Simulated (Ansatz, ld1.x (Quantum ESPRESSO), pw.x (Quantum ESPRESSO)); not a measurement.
Equation-of-state test of one ultrasoft potential (In)

```
Element                 : In
Generator               : ld1.x (Quantum ESPRESSO) 7.5
Type                    : ultrasoft
Functional              : PBEsol
Relativity              : scalar-relativistic
Frozen core             : [Kr] 4d10
Valence charge          : 3
Reference configuration : 5s1 5p0 (charge +2)
Partial waves           : 5s (bound): rcut 2.15, rcutus 2.25 bohr; 5s channel at 0.05 Ry: rcut 2.15, rcutus 2.25 bohr; 5p (bound, empty): rcut 2.15, rcutus 2.60 bohr; 5p channel at -0.05 Ry: rcut 2.15, rcutus 2.60 bohr; 5d channel at 0.45 Ry: rcut 2.00, rcutus 2.70 bohr; 5d channel at 2.9 Ry: rcut 2.00, rcutus 2.70 bohr
Local potential         : all-electron potential smoothed inside 2.15 bohr (lloc = -1)
Core correction         : none
Augmentation charge     : PSQ, inside the norm-conserving radii
```

Atomic tests: cutoffs needed: 6 Ry and 8 Ry (the cutoffs (Ry, on a coarse ladder) from which the occupation-weighted sum of valence levels, in a spherical-Bessel basis at the reference potential, stays within 10 and 1 mRy of its value at 400 Ry); ghost test: no extra level below or beside the all-electron valence levels (s, p, d, f tested) (spherical-Bessel basis up to 400 Ry, 20 bohr box); largest excitation error: +361 meV (all-electron minus pseudo) for 5s0 5p3, out of 7 test configurations.

Crystal test: fcc In in pw.x 7.5, no spin, 12³ k-points, Fermi–Dirac smearing 0.01 Ry, cutoffs 40/320 Ry. The reference is all-electron LAPW (Ansatz 0.2.0) with the same functional, mesh and smearing; V0 and B0 come from Birch–Murnaghan fits to the pressures at five volumes. Errors are pseudo minus all-electron; Δ is the rms difference of the E(V) curves that follow from these fits, minima aligned, over ±6 % about the mean V0. Mesh and smearing are coarse, so the numbers serve the comparison and aren't converged zero-temperature values; the lattice is a test structure that the element need not adopt.

```tsv
V (Å³/atom)	P all-electron (GPa)	P pseudo (GPa)
24.414	2.29	-10.39
25.057	0.93	-10.94
25.699	-0.24	-11.36
26.341	-1.24	-11.66
26.984	-2.10	-11.87
```

All-electron: a0 = 4.676 Å (V0 = 25.56 Å³/atom), B0 = 44.4 GPa.

Pseudopotential: mean pressure error (GPa): -11.17. The pressure does not cross zero within the volumes sampled, so no fit is given. This is a poor potential for the solid.

Q: At the middle volume, how do free energy and pressure move when the wave cutoff is lowered (ecutrho held at 320 Ry)?

A:

```
cutoff (Ry)  shift of F (meV/atom)  shift of P (GPa)
         18                   +2.8             -0.03
         24                   +1.4             +0.03
         32                   +0.8             +0.00
```

Input at the middle volume:

```
&control
  calculation='scf', prefix='x', pseudo_dir='./', outdir='./tmp', tstress=.true., disk_io='low'
/
&system
  ibrav=0, nat=1, ntyp=1, ecutwfc=40, ecutrho=320, nbnd=8,
  occupations='smearing', smearing='fd', degauss=0.01
/
&electrons
  conv_thr=1e-09, mixing_beta=0.4, electron_maxstep=70
/
ATOMIC_SPECIES
In 1.0 In.UPF
CELL_PARAMETERS angstrom
  0.00000000 2.34222571 2.34222571
  2.34222571 0.00000000 2.34222571
  2.34222571 2.34222571 0.00000000
ATOMIC_POSITIONS crystal
In 0.0000 0.0000 0.0000
K_POINTS automatic
12 12 12 0 0 0
```

```bash
pw.x < In.scf.in > In.scf.out
```

Lines of the output:

```
Message from routine setup:
     using ibrav=0 with symmetry is DISCOURAGED, use correct ibrav instead
     lattice parameter (alat)  =       6.2595  a.u.
     unit-cell volume          =     173.4254 (a.u.)^3
     number of electrons       =         3.00
     number of Kohn-Sham states=            8
     kinetic-energy cutoff     =      40.0000  Ry
     charge density cutoff     =     320.0000  Ry
     scf convergence threshold =      1.0E-09
     Exchange-correlation= PBESOL
     number of k points=    72  Fermi-Dirac smearing, width (Ry)=  0.0100
     iteration #  1     ecut=    40.00 Ry     beta= 0.40
     total energy              =      -4.13857519 Ry
     estimated scf accuracy    <       0.07130647 Ry
     iteration #  2     ecut=    40.00 Ry     beta= 0.40
     total energy              =      -4.13685045 Ry
     estimated scf accuracy    <       0.02614023 Ry
     iteration #  3     ecut=    40.00 Ry     beta= 0.40
     total energy              =      -4.13758546 Ry
     estimated scf accuracy    <       0.00007791 Ry
     iteration #  4     ecut=    40.00 Ry     beta= 0.40
     total energy              =      -4.13757294 Ry
     estimated scf accuracy    <       0.00005762 Ry
     iteration #  5     ecut=    40.00 Ry     beta= 0.40
     total energy              =      -4.13768358 Ry
     estimated scf accuracy    <       0.00007189 Ry
     iteration #  6     ecut=    40.00 Ry     beta= 0.40
     total energy              =      -4.13777500 Ry
     estimated scf accuracy    <       0.00000117 Ry
     iteration #  7     ecut=    40.00 Ry     beta= 0.40
     total energy              =      -4.13777614 Ry
     estimated scf accuracy    <       0.00000029 Ry
     iteration #  8     ecut=    40.00 Ry     beta= 0.40
     total energy              =      -4.13777656 Ry
     estimated scf accuracy    <       0.00000002 Ry
     iteration #  9     ecut=    40.00 Ry     beta= 0.40
     total energy              =      -4.13777657 Ry
     estimated scf accuracy    <          3.8E-09 Ry
     iteration # 10     ecut=    40.00 Ry     beta= 0.40
     the Fermi energy is     4.3414 ev
!    total energy              =      -4.13777657 Ry
     estimated scf accuracy    <          1.3E-10 Ry
     smearing contrib. (-TS)   =      -0.00207108 Ry
     The total energy is F=E-TS. E is the sum of the following terms:
     one-electron contribution =       1.92797019 Ry
     hartree contribution      =       0.01167970 Ry
     xc contribution           =      -1.41401113 Ry
     ewald contribution        =      -4.66134426 Ry
     convergence has been achieved in  10 iterations
          total   stress  (Ry/bohr**3)                   (kbar)     P=     -113.57
```

The run at the middle volume (72 k-points, 10 iterations) took about 6.3 s on one core of a shared host (Neoverse-V2, 32 threads, 247 GiB, load 23).
